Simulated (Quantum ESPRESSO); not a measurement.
TiAl3, 4 atoms in the cell. It takes space group I4/mmm (No. 139, tetragonal). The conventional cell has a = 3.822 Å, b = 3.822 Å, c = 8.561 Å, α = 90.00°, β = 90.00°, γ = 90.00°. Ti (site symmetry 4/mmm) is surrounded by 12 Al at 2.70 to 2.87 Å. Around Al (site symmetry -4m2) lie 8 Al at 2.70 to 2.87 Å and 4 Ti at 2.87 Å. Around Al (site symmetry 4/mmm) lie 4 Ti at 2.70 Å and 8 Al at 2.87 Å. The cell comes from a database or a generator and needn't be the stable form of this composition.

* Program: Quantum ESPRESSO 7.5
* Task: relaxation of cell and atoms
* Functional: PBEsol
* Dispersion: D3
* Potentials or basis: GBRV 1.5 PBEsol
* Cutoff: 612 eV
* Density cutoff: 4898 eV
* k mesh: 8 × 8 × 8
* Occupations: fermi-dirac, width 0.05 eV
* Spin: no spin polarisation
* ASE optimiser: LBFGS
* Mixing beta: 0.5
* Most SCF iterations: 120
* SCF threshold: 8e-10 Ry

Potentials or basis: GBRV 1.5 PBEsol.

Launch:

```bash
$ OMP_NUM_THREADS=1 python run.py
```

Hardware: 2 MPI ranks on Intel(R) Xeon(R) 6975P-C (Granite Rapids), on a shared host.

How long does it take, and how much memory?

Run time: 68 s on 2 MPI ranks on Intel(R) Xeon(R) 6975P-C (Granite Rapids), on a shared host, peak memory 0.38 GiB a rank. Counts: scf iterations 9, k pools 2, bands 17, ion steps 3, k points 59, g dense 47413.
